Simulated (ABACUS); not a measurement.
Ge: equation of state with PBEsol

**Experimental background.**

From “Sub-monolayer structures of Ag overlayers on Ge(111): experimental observations and first-principles study”, 2019, arxiv:1908.00180, for a bulk crystal of Ge: bulk modulus 75.8 GPa.

Ge:

```
Ge
1.0
     0.00000    2.82891    2.82891
     2.82891    0.00000    2.82891
     2.82891    2.82891    0.00000
Ge
2
Cartesian
  4.2434 4.2434 4.2434
  2.8289 2.8289 2.8289
```

| Quantity | Value |
| --- | --- |
| Program | ABACUS 3.10.1 |
| Task | equation of state |
| Functional | PBEsol |
| Potentials or basis | SSSP 1.3 efficiency PBE |
| Cutoff | 748 eV |
| Density cutoff | 5987 eV |
| Basis | plane waves |
| k mesh | 6 × 6 × 6 |
| Occupations | fermi-dirac, width 0.05 eV |
| Spin | no spin polarisation |
| Radial cutoff of the potentials (pseudo_rcut) | 10 bohr |
| SCF threshold on the density | 1e-08 |
| Max SCF steps | 100 |
| Eigensolver | dav |
| Mixing | broyden |
| Mixing share | 0.7 |
| Symmetry key | 1 |
| Bands | 18 |

The equilibrium volume is 22.86 Å³/atom and the bulk modulus is 64 GPa. The pressure derivative of the bulk modulus is 4.2 (rough: it moves with the points fitted).

Energy against volume, from the lowest point:
| volume (Å³/atom) | energy (meV/atom) |
| --- | --- |
| 21.281 | 24.32 |
| 22.186 | 3.74 |
| 23.092 | 0.00 |
| 23.997 | 9.97 |

All runs of the series together: 43 s on 4 threads of Intel(R) Xeon(R) 6975P-C (Granite Rapids) (shared host).

Measured bulk modulus of Ge: 75.8 GPa (quoted in “Sub-monolayer structures of Ag overlayers on Ge(111): experimental observations and first-principles study”, 2019, arxiv:1908.00180). This calculation gives 64 GPa (-15.2 %). The fit is for a static lattice scaled at fixed shape and fixed fractional positions.

Caveat: the potentials were made for another functional, which shifts forces and pressure.
